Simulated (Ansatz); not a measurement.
# Rutile GeO2

Calculation: rVV10 in Ansatz (plane waves, PAW).

Settings: plane-wave cutoff 520 eV, 8×8×12 k mesh (along the axes of the cell as run), Fermi–Dirac smearing 0.01 eV, scalar-relativistic PAW data made under PBE.

Cell (relaxed at this level):

```cif
data_Ge2O4
_chemical_formula_sum 'Ge2 O4'
_space_group_name_H-M_alt 'P 1'
_space_group_IT_number 1
_cell_length_a 4.49579
_cell_length_b 4.49579
_cell_length_c 2.93253
_cell_angle_alpha 90.000
_cell_angle_beta 90.000
_cell_angle_gamma 90.000
loop_
_space_group_symop_operation_xyz
  'x, y, z'
loop_
_atom_site_label
_atom_site_type_symbol
_atom_site_fract_x
_atom_site_fract_y
_atom_site_fract_z
_atom_site_occupancy
Ge1 Ge 0.00000 0.00000 0.00000 1
Ge2 Ge 0.50000 0.50000 0.50000 1
O1 O 0.30664 0.30664 0.00000 1
O2 O 0.80664 0.19336 0.50000 1
O3 O 0.19336 0.80664 0.50000 1
O4 O 0.69336 0.69336 0.00000 1
```

- bulk modulus: 194 GPa
- band gap: 0.89 eV (direct)
- pressure derivative B′ of the bulk modulus: 6.3

Measured, for comparison: band gap 4.68 eV (temperature not stated, not corrected to a static lattice, direct (forbidden), UV absorption; as tabulated in Mengle et al. (2019), arXiv:1905.10301); bulk modulus 251 GPa (room temperature, not corrected to a static lattice, from measured elastic constants; as tabulated in Sevik and Bulutay (2007), arXiv:cond-mat/0610176). Computed (rounded) less measured: bulk modulus -23 %.

Note: the bulk modulus comes from volumes at which shape and atoms were relaxed.

Spin–orbit coupling is not included.

It cost roughly 4 core-minutes of CPU time.

Ansatz is an electronic-structure program.
